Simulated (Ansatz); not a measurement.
Base system: ZnTe in the zinc blende structure (space group F-43m, No. 216; a = 6.1791 Å).

Levels (all Ansatz, a first-principles code, PAW): PBE (420 eV, no spin-orbit coupling); HSE06 (420 eV, spin-orbit coupling left out).

Its gap is 1.08 eV with PBE and 2.07 eV with HSE06.

It is then changed as follows: a hydrostatic pressure of 9 GPa.

With PBE the gap becomes 1.80 eV.

**Question.** If the HSE06 correction stayed the same, what would the HSE06 gap be, and what does the HSE06 run give?

**Answer.** A rigid correction of +0.99 eV gives 2.79 eV. The HSE06 run gives 2.79 eV, so the two effects roughly add.

Single points use the geometry relaxed with PBE. Spin-orbit coupling, missing from the scalar runs, can matter with Te. Load acts through the strain it causes; cell and atoms are relaxed under it. Whether these cells are dynamically stable was not tested. Tetrahedral semiconductors of this kind turn to denser phases somewhere between about 1 and 50 GPa; those were not computed, so compressed cells here can lie past the real transition.
